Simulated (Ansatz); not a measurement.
# KCl: the cost of one run

Computed with Ansatz 0.2.0 (DFT r2SCAN, scalar-relativistic, plane waves, PAW, unless a step's input says otherwise).

## 1. The structure to begin with

It takes space group Pm-3m (No. 221, cubic). Conventional cell: a = 3.839 Å, b = 3.839 Å, c = 3.839 Å, α = 90.00°, β = 90.00°, γ = 90.00°. K (site symmetry m-3m) is surrounded by 8 Cl at 3.32 Å. Around Cl (site symmetry m-3m) lie 8 K at 3.32 Å.

Coordinates:

```
K Cl
1.0
     3.83920    0.00000    0.00000
     0.00000    3.83920    0.00000
     0.00000    0.00000    3.83920
K Cl
1 1
Direct
  0.00000 0.00000 0.00000
  0.50000 0.50000 0.50000
```

This is candidate A: structure listed in a database for this formula (Pm-3m, No. 221).

(A quick probe on a coarse mesh, which set the mesh and smearing, is not shown.)

## 3. Relaxing cell and atoms (candidate A)

input.yaml reads:

```yaml
crystal:
  lattice:
    - [3.839196, 0.0, 0.0]
    - [0.0, 3.839196, 0.0]
    - [0.0, 0.0, 3.839196]
  atoms:
    - { symbol: K, position: [0.0, 0.0, 0.0] }
    - { symbol: Cl, position: [0.5, 0.5, 0.5] }
basis:
  ecutwfc: 500
kpoints:
  mp_grid: { grid: [6, 6, 6] }
hamiltonian:
  xc: r2scan
scf:
  occupations: { method: gaussian, width: 0.02 }
output:
  forces: true
  stress: true
  eigenvalues: true
relax:
  adjacent_minimum: "off"
  f_tol: 0.01
  max_steps: 80
  cell: { stress_tol: 0.05 }
```

Started as:

```console
$ ansatz run input.yaml --threads 1 --pin off --max-ram 3072MiB --backend cpu --events-out ev --progress --plain --runs-dir out
```

Q: Estimate wall time and peak memory on 1 thread of Arm Neoverse V1, shared host.

About 14 s, with a peak of 0.41 GiB.
